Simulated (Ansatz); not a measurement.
```xyz
2
Lattice="-0.0477 3.0567 3.0567 3.0567 -0.0477 3.0567 3.0090 3.0090 0.0000" Properties=species:S:1:pos:R:3 pbc="T T T"
Te     4.5135     4.5135     4.5697
Zn     0.0000     0.0000     0.0153
```

No spin polarisation.

Method: r2SCAN/PAW in Ansatz (a first-principles code), spin-orbit coupling left out. Settings: 9×9×9 k-points, 0.05 eV Fermi–Dirac smearing.

### Question
Predict the stress (xx, yy, zz, yz, xz, xy; compression positive).

### Answer
(0.03, 0.03, 0.00, 0.00, 0.00, 1.05) GPa.

### Question
Estimate the gap character.

### Answer
Direct at Γ.

With Te present, leaving out spin-orbit coupling can change the band edges. The cells carry an imposed strain or load. Stability against distortions was not tested. The cell was made from ZnTe in the zinc blende structure (space group F-43m, No. 216) by this change: tensor shear ε_xy = −1.56 %.
